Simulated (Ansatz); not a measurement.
The elements of this relaxed trial crystal are hidden behind letters.

```
lattice vectors (Å)
   4.9873   -2.5034    0.0000
   4.9873    2.5034    0.0000
  -0.1857    0.0000    5.8948
fractional positions
X 0.5428 0.4572 0.5000
Z 0.9862 0.5197 0.1547
Z 0.4803 0.0138 0.8453
Q 0.8754 0.3713 0.3161
Q 0.1538 0.3065 0.9308
Q 0.6287 0.1246 0.6839
Q 0.2083 0.5688 0.2972
Q 0.6935 0.8462 0.0692
Q 0.4312 0.7917 0.7028
```

All numbers below come from DFT PBE, scalar-relativistic, plane waves, PAW in Ansatz. Settings of the last relaxation (9-atom cell): 420 eV, 6×6×4 k points, Gaussian smearing of 0.02 eV, no spin polarisation.

```
Space group                              : C2 (No. 5)
Conventional cell                        : a = 9.975 Å, b = 5.007 Å, c = 5.898 Å, β = 91.8°
Volume per atom                          : 16.36 Å³
Density                                  : 2.75 g/cm³
Energy over the elements                 : −2.923 eV/atom
Gap on the 6×6×4 mesh of the 9-atom cell : 5.16 eV
```

Energies are uncorrected and count from the elements' standard states at the same level.

Question: X is a d-block element of period 5, Z is a p-block element of period 3 and Q is a p-block element of period 2. Which elements are they?

Answer: X = Zr, Z = Si, Q = O, so the formula is ZrSi2O6. Density times volume gives a mean mass of 2.75 × 16.36/1.6605 = 27.1 u per atom, and this set has 27.0 u. Around Zr lie 4 O at 1.96–1.97 Å; Si has 4 O at 1.63–1.64 Å; O on its first site is surrounded by 1 Si at 1.63 Å and 1 Zr at 1.97 Å; 2 more sites not described. Other sets within the hints have nearly the same mass, so mass alone doesn't settle it; this one was computed.

Kohn–Sham gaps at this level usually fall short of measured ones. This cell was reached by moving the atoms of another relaxed cell at random and relaxing again, last within the group found; it had no such test of its own.
